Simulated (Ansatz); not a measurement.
Working through a G0W0 quasiparticle calculation of ZnSe, space group F-43m

With the Python package of Ansatz (0.2.0).

Notebook, run cell by cell (the value of a cell's last expression is shown):

```python
import warnings

import ansatz as az

warnings.simplefilter("ignore", az.DeckWarning)

lattice = az.Lattice.of(
    (0.0, 2.8338, 2.8338),
    (2.8338, 0.0, 2.8338),
    (2.8338, 2.8338, 0.0),
)
sites = [
    ("Zn", (0.0, 0.0, 0.0)),
    ("Se", (0.25, 0.25, 0.25)),
]
xtal = az.Crystal(lattice=lattice)
for symbol, position in sites:
    xtal = xtal.atom(symbol, position)

xtal.resolved().sites[-1]
```

    Site(symbol='Se', position=(0.25, 0.25, 0.25), moment=None, axis=None, held=None, saved=None)

```python
calc = xtal.calculation()
calc = calc.functional("pbesol")
calc = calc.basis(530, xc_grid=1)
calc = calc.kpoints(4, 4, 4)
calc = calc.mixing("msr1", beta=0.2)
calc = calc.scf(algorithm="density_mixing")
calc = calc.occupations("fixed")
calc = calc.gw(empty_bands=80, screening_cutoff=150, quasiparticle_bands=("v2", "c2"))
events = []
out = calc.session().plan().execute(on_event=events.append, runs_dir="gw_run")
gw = next(e["data"] for e in events if e["event"] == "gw_qp")
top = gw["frontier_bands"]["highest_filled_band"]
for qp in gw["qp"]:
    if qp["ik"] == 0:
        print("band", qp["band"], "shift", round(qp["e_qp_ev"] - qp["eps_ks_ev"], 3), "eV, Z =", round(qp["z"], 3))
for key, label in (("eps_ks_ev", "Kohn-Sham"), ("e_qp_ev", "G0W0")):
    filled = max(qp[key] for qp in gw["qp"] if qp["band"] <= top)
    empty = min(qp[key] for qp in gw["qp"] if qp["band"] > top)
    print(f"{label} gap on the mesh: {empty - filled:.3f} eV")
print("static dielectric eigenvalues (RPA, this mesh):", [round(e, 3) for e in gw["screening"][0]["eps_tensor_eigenvalues"]])
```

    band 13 shift -0.558 eV, Z = 0.787
    band 14 shift -0.558 eV, Z = 0.787
    band 15 shift 0.582 eV, Z = 0.809
    band 16 shift 0.455 eV, Z = 0.804
    Kohn-Sham gap on the mesh: 1.153 eV
    G0W0 gap on the mesh: 2.293 eV
    static dielectric eigenvalues (RPA, this mesh): [15.936, 15.936, 15.936]

Notes:
- These settings explore the input space; cutoff and mesh may be short of convergence.
- Energy and stress may still move on a finer k-point mesh.
- The structure is a deposited one; some such entries were measured under pressure or heat, so a shift against it needn't be the functional's error alone.
- Mesh, empty bands and screening cutoff are small, so the quasiparticle gap isn't converged, and it is read on the mesh points alone. Spin-orbit coupling is left out, which matters for heavy elements.
- Timing: 31 s on 1 thread of Arm Neoverse V2, on a shared host, peak memory 0.48 GiB.
